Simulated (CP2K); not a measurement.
# PbSe (Clausthalite) (Fm-3m) in CP2K: further runs, part 2 of 3

CP2K 2026.2. The steps go on from the part before.

## Step 3: Band structure, PBE

pbse_bands.inp

```
&GLOBAL
  PROJECT pbse_bands
  RUN_TYPE ENERGY_FORCE
  PRINT_LEVEL LOW
&END GLOBAL
&FORCE_EVAL
  METHOD QS
  STRESS_TENSOR ANALYTICAL
  &DFT
    BASIS_SET_FILE_NAME BASIS_MOLOPT_UZH
    POTENTIAL_FILE_NAME POTENTIAL_UZH
    &MGRID
      CUTOFF 450
      REL_CUTOFF 60
      NGRIDS 4
    &END MGRID
    &QS
      METHOD GPW
      EPS_DEFAULT 1.0E-9
    &END QS
    &KPOINTS
      SCHEME MONKHORST-PACK 8 8 8
      GAMMA_CENTERED T
      SYMMETRY T
      SYMMETRY_BACKEND SPGLIB
    &END KPOINTS
    &SCF
      SCF_GUESS ATOMIC
      EPS_SCF 1.0E-6
      MAX_SCF 100
      ADDED_MOS 10
      CHOLESKY OFF
      EPS_EIGVAL 1.0E-7
      &DIAGONALIZATION ON
        ALGORITHM STANDARD
      &END DIAGONALIZATION
      &MIXING ON
        METHOD BROYDEN_MIXING
        ALPHA 0.4
        BETA 1.5
        NBUFFER 8
      &END MIXING
      &SMEAR ON
        METHOD FERMI_DIRAC
        ELECTRONIC_TEMPERATURE [K] 1160.452
      &END SMEAR
    &END SCF
    &XC
      &XC_FUNCTIONAL
        &GGA_X_PBE
        &END GGA_X_PBE
        &GGA_C_PBE
        &END GGA_C_PBE
      &END XC_FUNCTIONAL
    &END XC
    &PRINT
      &KPOINTS ON
      &END KPOINTS
      &MULLIKEN ON
      &END MULLIKEN
      &MO ON
        ENERGIES T
        OCCUPATION_NUMBERS T
        &EACH
          QS_SCF 0
        &END EACH
        ADD_LAST NUMERIC
      &END MO
      &BAND_STRUCTURE
        FILE_NAME bands.bs
        ADDED_MOS 4
        &KPOINT_SET
          UNITS B_VECTOR
          NPOINTS 8
          SPECIAL_POINT GAMMA 0.00000000 0.00000000 0.00000000
          SPECIAL_POINT X 0.50000000 0.00000000 0.50000000
          SPECIAL_POINT W 0.50000000 0.25000000 0.75000000
          SPECIAL_POINT K 0.37500000 0.37500000 0.75000000
          SPECIAL_POINT GAMMA 0.00000000 0.00000000 0.00000000
          SPECIAL_POINT L 0.50000000 0.50000000 0.50000000
          SPECIAL_POINT U 0.62500000 0.25000000 0.62500000
          SPECIAL_POINT W 0.50000000 0.25000000 0.75000000
          SPECIAL_POINT L 0.50000000 0.50000000 0.50000000
          SPECIAL_POINT K 0.37500000 0.37500000 0.75000000
        &END KPOINT_SET
        &KPOINT_SET
          UNITS B_VECTOR
          NPOINTS 8
          SPECIAL_POINT U 0.62500000 0.25000000 0.62500000
          SPECIAL_POINT X 0.50000000 0.00000000 0.50000000
        &END KPOINT_SET
      &END BAND_STRUCTURE
    &END PRINT
  &END DFT
  &SUBSYS
    &CELL
      A 4.3284127397 0.0000000000 0.0000000000
      B 2.1642063698 3.7485153906 0.0000000000
      C 2.1642063698 1.2495051302 3.5341342028
      PERIODIC XYZ
    &END CELL
    &COORD
      SCALED
      Pb  0.0000000000 0.0000000000 0.0000000000
      Se  0.5000000000 0.5000000000 0.5000000000
    &END COORD
    &KIND Pb
      BASIS_SET TZVP-MOLOPT-PBE-GTH-q4
      POTENTIAL GTH-PBE-q4
    &END KIND
    &KIND Se
      BASIS_SET TZVP-MOLOPT-PBE-GTH-q6
      POTENTIAL GTH-PBE-q6
    &END KIND
    &PRINT
      &ATOMIC_COORDINATES ON
      &END ATOMIC_COORDINATES
      &CELL ON
      &END CELL
    &END PRINT
  &END SUBSYS
  &PRINT
    &FORCES ON
    &END FORCES
    &STRESS_TENSOR ON
    &END STRESS_TENSOR
  &END PRINT
&END FORCE_EVAL
```

Potentials or basis: POTENTIAL_UZH Pb GTH-PBE-q4, Se GTH-PBE-q6; TZVP-MOLOPT-PBE-GTH basis.

The run is started by

```bash
OMP_NUM_THREADS=2 cp2k.psmp -i pbse_bands.inp -o pbse_bands.out
```

pbse_bands.out:

```text

 CP2K| version string:                                       CP2K version 2026.2
 CP2K| Input file name                                            pbse_bands.inp

 GLOBAL| Force Environment number                                              1
 GLOBAL| Basis set file name                                    BASIS_MOLOPT_UZH
 GLOBAL| Potential file name                                       POTENTIAL_UZH
 GLOBAL| MM Potential file name                                     MM_POTENTIAL
 GLOBAL| Coordinate file name                                      __STD_INPUT__
 GLOBAL| Method name                                                        CP2K
 GLOBAL| Project name                                                 pbse_bands
 GLOBAL| Run type                                                   ENERGY_FORCE
 GLOBAL| FFT library                                                       FFTW3
[... 5 lines left out ...]
 GLOBAL| Global print level                                                  LOW
 GLOBAL| Total number of message passing processes                             1
 GLOBAL| Number of threads for this process                                    2
 GLOBAL| CPU model name                          Intel(R) Xeon(R) Platinum 8488C
[... 484 lines left out ...]
 KPOINTS| Number of k-points in set    2                                       9
 KPOINTS| In units of b-vector [2pi/Bohr]
 KPOINTS| Special point     1           U     0.625000     0.250000     0.625000
 KPOINTS| Special point     2           X     0.500000     0.000000     0.500000

 ENERGY| Total FORCE_EVAL ( QS ) energy [hartree]            -13.005829050496530

 FORCES| Atomic forces [hartree/bohr]
 FORCES|   Atom     x               y               z               |f|
 FORCES|      1 -2.44678721E-16  1.23647645E-15  1.57960599E-15   2.02086535E-15
 FORCES|      2 -2.82933926E-16  2.01836006E-16 -3.93787036E-14   3.93802373E-14
 FORCES| Sum    -5.27612647E-16  1.43831246E-15 -3.77990976E-14
 FORCES| Total atomic force                                       3.78301321E-14

 STRESS| Analytical stress tensor [bar]
 STRESS|                        x                   y                   z
 STRESS|      x        2.89916178389E+04  -5.51529808236E-02   4.73691501767E-03
 STRESS|      y       -5.51529808236E-02   2.89919353186E+04   3.06783359419E-01
 STRESS|      z        4.73691501767E-03   3.06783359419E-01   2.89917697824E+04
 STRESS| 1/3 Trace                                             2.89917743133E+04
 STRESS| Determinant                                           2.43682524750E+13

 STRESS| Eigenvectors and eigenvalues of the analytical stress tensor [bar]
 STRESS|                        1                   2                   3
 STRESS| Eigenvalues   2.89915201694E+04   2.89916294437E+04   2.89921733268E+04
 STRESS|      x          -0.365036832069      0.928069386081     -0.073724662443
 STRESS|      y          -0.584177958920     -0.166673913605      0.794327337334
 STRESS|      z           0.724902906288      0.333027057674      0.602999797107
```

bands.bs:

```text
# Set 1: 10 special points, 73 k-points, 19 bands
#  Special point 1          0.00000000     0.00000000     0.00000000  GAMMA
#  Special point 2          0.50000000     0.00000000     0.50000000  X
#  Special point 3          0.50000000     0.25000000     0.75000000  W
#  Special point 4          0.37500000     0.37500000     0.75000000  K
#  Special point 5          0.00000000     0.00000000     0.00000000  GAMMA
#  Special point 6          0.50000000     0.50000000     0.50000000  L
#  Special point 7          0.62500000     0.25000000     0.62500000  U
#  Special point 8          0.50000000     0.25000000     0.75000000  W
#  Special point 9          0.50000000     0.50000000     0.50000000  L
#  Special point 10         0.37500000     0.37500000     0.75000000  K
#  Point 1      Spin 1:     0.00000000     0.00000000     0.00000000       0.01369863
#   Band    Energy [eV]     Occupation
       1    -9.62045887     2.00000000
       2    -2.17313295     2.00000000
       3     2.19250319     2.00000000
       4     2.19250586     2.00000000
       5     2.19250748     2.00000000
       6     9.05590279     0.00000000
[... 11 lines left out ...]
      18    30.16509524     0.00000000
      19    30.16533720     0.00000000
#  Point 2      Spin 1:     0.06250000     0.00000000     0.06250000       0.01369863
[... 1404 lines left out ...]
      18    26.21366222     0.00000000
      19    26.73350532     0.00000000
#  Point 69     Spin 1:     0.43750000     0.43750000     0.62500000       0.01369863
#   Band    Energy [eV]     Occupation
       1    -8.39944053     2.00000000
       2    -4.54391978     2.00000000
       3     0.77674103     2.00000000
       4     1.94848176     2.00000000
       5     2.71092914     2.00000000
       6     5
```

Run time: 14 s. Hardware: 2 threads of Intel Xeon Platinum 8488C (Sapphire Rapids), shared host; peak memory 0.34 GiB.

What came out:

```
Free energy             : -353.9066 eV
Pressure                : 2.9 GPa
Band gap on the k mesh  : 0.14 eV, direct
Band gap along the path : 0.14 eV, direct
Mulliken charges        : Pb +0.55; Se -0.55 e
```

Levels at the corners of the path, in eV from the valence-band top:
```
point  band 2  band 3  band 4  band 5  band 6  band 7  band 8  band 9
    Γ   -6.36   -2.00   -2.00   -2.00    4.87    4.87    4.87    6.81
    X   -7.49   -5.24   -3.42   -3.42    3.63    5.75    5.75    6.09
    W   -8.16   -4.47   -4.47   -0.91    1.81    5.07    5.07    8.37
    K   -8.19   -4.83   -2.93   -2.56    3.40    4.01    5.52    6.11
    Γ   -6.36   -2.00   -2.00   -2.00    4.87    4.87    4.87    6.81
    L   -9.00   -1.69   -1.69    0.00    0.14    1.63    1.63    9.28
    U   -8.19   -4.83   -2.93   -2.56    3.40    4.01    5.52    6.11
    W   -8.16   -4.47   -4.47   -0.91    1.81    5.07    5.07    8.37
    L   -9.00   -1.69   -1.69    0.00    0.14    1.63    1.63    9.28
    K   -8.19   -4.83   -2.93   -2.56    3.40    4.01    5.52    6.11
    U   -8.19   -4.83   -2.93   -2.56    3.40    4.01    5.52    6.11
    X   -7.49   -5.24   -3.42   -3.42    3.63    5.75    5.75    6.09
```

Caveat: Mulliken charges move with the basis; spin-orbit coupling is left out, which as a rule narrows the gap of such compounds by several tenths of an eV; the basis of atomic orbitals isn't converged, which shifts pressures, moduli and gaps.

## Step 4: Band structure, LDA

pbse_bands.inp, as its differences from that of step 3:

```diff
@@ -10,3 +10,3 @@
     BASIS_SET_FILE_NAME BASIS_MOLOPT_UZH
-    POTENTIAL_FILE_NAME POTENTIAL_UZH
+    POTENTIAL_FILE_NAME GTH_POTENTIALS
     &MGRID
@@ -18,3 +18,3 @@
       METHOD GPW
-      EPS_DEFAULT 1.0E-9
+      EPS_DEFAULT 1.0E-10
     &END QS
@@ -44,3 +44,3 @@
         METHOD FERMI_DIRAC
-        ELECTRONIC_TEMPERATURE [K] 1160.452
+        ELECTRONIC_TEMPERATURE 1160.45
       &END SMEAR
@@ -49,6 +49,6 @@
       &XC_FUNCTIONAL
-        &GGA_X_PBE
-        &END GGA_X_PBE
-        &GGA_C_PBE
-        &END GGA_C_PBE
+        &LDA_X
+        &END LDA_X
+        &LDA_C_PW
+        &END LDA_C_PW
       &END XC_FUNCTIONAL
@@ -70,6 +70,6 @@
         FILE_NAME bands.bs
-        ADDED_MOS 4
+        ADDED_MOS 6
         &KPOINT_SET
           UNITS B_VECTOR
-          NPOINTS 8
+          NPOINTS 6
           SPECIAL_POINT GAMMA 0.00000000 0.00000000 0.00000000
@@ -87,3 +87,3 @@
           UNITS B_VECTOR
-          NPOINTS 8
+          NPOINTS 6
           SPECIAL_POINT U 0.62500000 0.25000000 0.62500000
@@ -96,5 +96,4 @@
     &CELL
-      A 4.3284127397 0.0000000000 0.0000000000
-      B 2.1642063698 3.7485153906 0.0000000000
-      C 2.1642063698 1.2495051302 3.5341342028
+      ABC 4.3284127397 4.3284127396 4.3284127397
+      ALPHA_BETA_GAMMA 60.0000000004 60.0000000005 60.0000000003
       PERIODIC XYZ
@@ -108,3 +107,3 @@
       BASIS_SET TZVP-MOLOPT-PBE-GTH-q4
-      POTENTIAL GTH-PBE-q4
+      POTENTIAL GTH-PADE-q4
     &END KIND
@@ -112,3 +111,3 @@
       BASIS_SET TZVP-MOLOPT-PBE-GTH-q6
-      POTENTIAL GTH-PBE-q6
+      POTENTIAL GTH-PADE-q6
     &END KIND
@@ -119,2 +118,4 @@
       &END CELL
+      &SYMMETRY ON
+      &END SYMMETRY
     &END PRINT
```

Potentials or basis: GTH_POTENTIALS Pb GTH-PADE-q4, Se GTH-PADE-q6; TZVP-MOLOPT-PBE-GTH basis.

The run is started by

```bash
OMP_NUM_THREADS=2 cp2k.psmp -i pbse_bands.inp -o pbse_bands.out
```

pbse_bands.out:

```text

 CP2K| version string:                                       CP2K version 2026.2
 CP2K| Input file name                                            pbse_bands.inp

 GLOBAL| Force Environment number                                              1
 GLOBAL| Basis set file name                                    BASIS_MOLOPT_UZH
 GLOBAL| Potential file name                                      GTH_POTENTIALS
 GLOBAL| MM Potential file name                                     MM_POTENTIAL
 GLOBAL| Coordinate file name                                      __STD_INPUT__
 GLOBAL| Method name                                                        CP2K
 GLOBAL| Project name                                                 pbse_bands
 GLOBAL| Run type                                                   ENERGY_FORCE
 GLOBAL| FFT library                                                       FFTW3
[... 5 lines left out ...]
 GLOBAL| Global print level                                                  LOW
 GLOBAL| Total number of message passing processes                             1
 GLOBAL| Number of threads for this process                                    2
[... 490 lines left out ...]
 KPOINTS| Number of k-points in set    2                                       7
 KPOINTS| In units of b-vector [2pi/Bohr]
 KPOINTS| Special point     1           U     0.625000     0.250000     0.625000
 KPOINTS| Special point     2           X     0.500000     0.000000     0.500000

 ENERGY| Total FORCE_EVAL ( QS ) energy [hartree]            -13.176392936194890

 FORCES| Atomic forces [hartree/bohr]
 FORCES|   Atom     x               y               z               |f|
 FORCES|      1 -1.16514052E-15  1.76931228E-15  1.91706129E-15   2.85712134E-15
 FORCES|      2 -8.58081359E-14 -6.37985091E-15 -8.66637437E-15   8.64803141E-14
 FORCES| Sum    -8.69732765E-14 -4.61053863E-15 -6.74931309E-15
 FORCES| Total atomic force                                       8.73565173E-14

 STRESS| Analytical stress tensor [bar]
 STRESS|                        x                   y                   z
 STRESS|      x       -2.89146311142E+04   1.73259162522E-03   1.84394512858E-03
 STRESS|      y        1.73259162522E-03  -2.89146345909E+04  -2.80022098152E-04
 STRESS|      z        1.84394512858E-03  -2.80022098152E-04  -2.89146346867E+04
 STRESS| 1/3 Trace                                            -2.89146334640E+04
 STRESS| Determinant                                          -2.41742536152E+13

 STRESS| Eigenvectors and eigenvalues of the analytical stress tensor [bar]
 STRESS|                        1                   2                   3
 STRESS| Eigenvalues  -2.89146361845E+04  -2.89146343560E+04  -2.89146298514E+04
 STRESS|      x          -0.446423040064      0.009333712840      0.894773351808
 STRESS|      y           0.601818395325     -0.736873702983      0.307947665846
 STRESS|      z           0.662209248160      0.675965995932      0.323340198545
```

It took 16 s on 2 threads of Intel Xeon Platinum 8488C (Sapphire Rapids), shared host; peak memory 0.33 GiB.

What came out:

```
Free energy             : -358.5479 eV
Pressure                : -2.9 GPa
Band gap on the k mesh  : 0.16 eV, direct
Band gap along the path : 0.16 eV, direct
Mulliken charges        : Pb +0.29; Se -0.29 e
```

Levels at the corners of the path, in eV from the valence-band top:
| point | band 2 | band 3 | band 4 | band 5 | band 6 | band 7 | band 8 | band 9 |
| --- | --- | --- | --- | --- | --- | --- | --- | --- |
| Γ | -6.48 | -1.80 | -1.80 | -1.80 | 4.66 | 4.66 | 4.66 | 6.94 |
| X | -7.58 | -5.06 | -3.24 | -3.24 | 3.76 | 5.60 | 5.60 | 6.05 |
| W | -8.20 | -4.30 | -4.30 | -0.78 | 1.72 | 5.14 | 5.14 | 8.25 |
| K | -8.22 | -4.65 | -2.75 | -2.46 | 3.42 | 3.91 | 5.54 | 6.12 |
| Γ | -6.48 | -1.80 | -1.80 | -1.80 | 4.66 | 4.66 | 4.66 | 6.94 |
| L | -8.97 | -1.49 | -1.49 | 0.00 | 0.16 | 1.56 | 1.56 | 9.31 |
| U | -8.22 | -4.65 | -2.75 | -2.46 | 3.42 | 3.91 | 5.54 | 6.12 |
| W | -8.20 | -4.30 | -4.30 | -0.78 | 1.72 | 5.14 | 5.14 | 8.25 |
| L | -8.97 | -1.49 | -1.49 | 0.00 | 0.16 | 1.56 | 1.56 | 9.31 |
| K | -8.22 | -4.65 | -2.75 | -2.46 | 3.42 | 3.91 | 5.54 | 6.12 |
| U | -8.22 | -4.65 | -2.75 | -2.46 | 3.42 | 3.91 | 5.54 | 6.12 |
| X | -7.58 | -5.06 | -3.24 | -3.24 | 3.76 | 5.60 | 5.60 | 6.05 |

Caveat: Mulliken charges move with the basis; spin-orbit coupling is left out, which as a rule narrows the gap of such compounds by several tenths of an eV; the basis of atomic orbitals isn't converged, which shifts pressures, moduli and gaps.

## Step 5: Band structure, PBEsol

pbse_bands.inp, as its differences from that of step 4:

```diff
@@ -10,3 +10,3 @@
     BASIS_SET_FILE_NAME BASIS_MOLOPT_UZH
-    POTENTIAL_FILE_NAME GTH_POTENTIALS
+    POTENTIAL_FILE_NAME POTENTIAL_UZH
     &MGRID
@@ -14,3 +14,3 @@
       REL_CUTOFF 60
-      NGRIDS 4
+      NGRIDS 5
     &END MGRID
@@ -18,3 +18,3 @@
       METHOD GPW
-      EPS_DEFAULT 1.0E-10
+      EPS_DEFAULT 1.0E-9
     &END QS
@@ -44,3 +44,3 @@
         METHOD FERMI_DIRAC
-        ELECTRONIC_TEMPERATURE 1160.45
+        ELECTRONIC_TEMPERATURE 300.56
       &END SMEAR
@@ -49,6 +49,6 @@
       &XC_FUNCTIONAL
-        &LDA_X
-        &END LDA_X
-        &LDA_C_PW
-        &END LDA_C_PW
+        &GGA_X_PBE_SOL
+        &END GGA_X_PBE_SOL
+        &GGA_C_PBE_SOL
+        &END GGA_C_PBE_SOL
       &END XC_FUNCTIONAL
@@ -68,8 +68,13 @@
       &END MO
+      &LOWDIN ON
+      &END LOWDIN
+      &HIRSHFELD ON
+        SHAPE_FUNCTION DENSITY
+      &END HIRSHFELD
       &BAND_STRUCTURE
         FILE_NAME bands.bs
-        ADDED_MOS 6
+        ADDED_MOS 4
         &KPOINT_SET
           UNITS B_VECTOR
-          NPOINTS 6
+          NPOINTS 8
           SPECIAL_POINT GAMMA 0.00000000 0.00000000 0.00000000
@@ -87,3 +92,3 @@
           UNITS B_VECTOR
-          NPOINTS 6
+          NPOINTS 8
           SPECIAL_POINT U 0.62500000 0.25000000 0.62500000
@@ -96,4 +101,5 @@
     &CELL
-      ABC 4.3284127397 4.3284127396 4.3284127397
-      ALPHA_BETA_GAMMA 60.0000000004 60.0000000005 60.0000000003
+      A 4.3284127397 0.0000000000 0.0000000000
+      B 2.1642063698 3.7485153906 0.0000000000
+      C 2.1642063698 1.2495051302 3.5341342028
       PERIODIC XYZ
@@ -107,3 +113,3 @@
       BASIS_SET TZVP-MOLOPT-PBE-GTH-q4
-      POTENTIAL GTH-PADE-q4
+      POTENTIAL GTH-PBE-q4
     &END KIND
@@ -111,3 +117,3 @@
       BASIS_SET TZVP-MOLOPT-PBE-GTH-q6
-      POTENTIAL GTH-PADE-q6
+      POTENTIAL GTH-PBE-q6
     &END KIND
@@ -118,4 +124,2 @@
       &END CELL
-      &SYMMETRY ON
-      &END SYMMETRY
     &END PRINT
```

Potentials or basis: POTENTIAL_UZH Pb GTH-PBE-q4, Se GTH-PBE-q6; TZVP-MOLOPT-PBE-GTH basis.

The run is started by

```bash
OMP_NUM_THREADS=2 cp2k.psmp -i pbse_bands.inp -o pbse_bands.out
```

Run time: 20 s. Hardware: 2 threads of Intel Xeon Platinum 8488C (Sapphire Rapids), shared host; peak memory 0.34 GiB.

The run converged. Its results:

```yaml
Free_energy: -353.1440 eV
Pressure: 1.6 GPa
Band_gap_on_the_k_mesh: 0.02 eV, direct
Band_gap_along_the_path: 0.02 eV, direct
Mulliken_charges: Pb +0.51; Se -0.51 e
Hirshfeld_charges: Pb +0.21; Se -0.21 e
```

Levels at the corners of the path, in eV from the valence-band top:
| point | band 3 | band 4 | band 5 | band 6 | band 7 | band 8 |
| --- | --- | --- | --- | --- | --- | --- |
| Γ | -2.02 | -2.02 | -2.02 | 4.88 | 4.88 | 4.88 |
| X | -5.33 | -3.47 | -3.47 | 3.42 | 5.77 | 5.77 |
| W | -4.55 | -4.55 | -0.92 | 1.77 | 5.00 | 5.00 |
| K | -4.92 | -2.98 | -2.61 | 3.33 | 4.01 | 5.49 |
| Γ | -2.02 | -2.02 | -2.02 | 4.88 | 4.88 | 4.88 |
| L | -1.72 | -1.72 | 0.00 | 0.02 | 1.59 | 1.59 |
| U | -4.92 | -2.98 | -2.61 | 3.33 | 4.01 | 5.49 |
| W | -4.55 | -4.55 | -0.92 | 1.77 | 5.00 | 5.00 |
| L | -1.72 | -1.72 | 0.00 | 0.02 | 1.59 | 1.59 |
| K | -4.92 | -2.98 | -2.61 | 3.33 | 4.01 | 5.49 |
| U | -4.92 | -2.98 | -2.61 | 3.33 | 4.01 | 5.49 |
| X | -5.33 | -3.47 | -3.47 | 3.42 | 5.77 | 5.77 |

Caveat: Mulliken charges move with the basis; the potentials were made for another functional, which shifts forces and pressure; spin-orbit coupling is left out, which as a rule narrows the gap of such compounds by several tenths of an eV; the basis of atomic orbitals isn't converged, which shifts pressures, moduli and gaps.

(Part 2 of 3 ends here.)
